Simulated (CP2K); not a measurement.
Crystal: C.

```xyz
2
Lattice="2.5221 0.0000 0.0000 1.2610 2.1842 0.0000 1.2610 0.7281 2.0593" Properties=species:S:1:pos:R:3 pbc="T T T"
C     3.7831    2.1842    1.5444
C     2.5221    1.4561    1.0296
```

This isn't the form of C at room conditions, which is graphite.

Base run:

| Property | Result |
| --- | --- |
| Program | CP2K 2026.2 |
| Functional | PBE |
| Potentials or basis | GTH_POTENTIALS C GTH-PADE-q4; DZVP-MOLOPT-SR-GTH basis |
| Density cutoff | 6123 eV |
| k mesh | 13 × 13 × 13 |
| Occupations | fermi-dirac, width 0.05 eV |
| Spin | no spin polarisation |

Its results: band gap on the k mesh 4.47 eV, indirect (least direct gap 5.63 eV); pressure -8.6 GPa.

Question: The run is repeated on the same cell with these changes: potentials or basis from GTH_POTENTIALS C GTH-PADE-q4; DZVP-MOLOPT-SR-GTH basis to POTENTIAL_UZH C GTH-PBE0-q4; DZVP-MOLOPT-SR-GTH basis; potentials from C GTH-PADE-q4 of GTH_POTENTIALS to C GTH-PBE0-q4 of POTENTIAL_UZH. What comes out?

Answer: Band gap on the k mesh 4.26 eV, indirect (least direct gap 5.61 eV); pressure 2.7 GPa.

Caveats: the basis of atomic orbitals isn't converged, which shifts pressures, moduli and gaps; the potentials were made for another functional, which shifts forces and pressure (some runs).
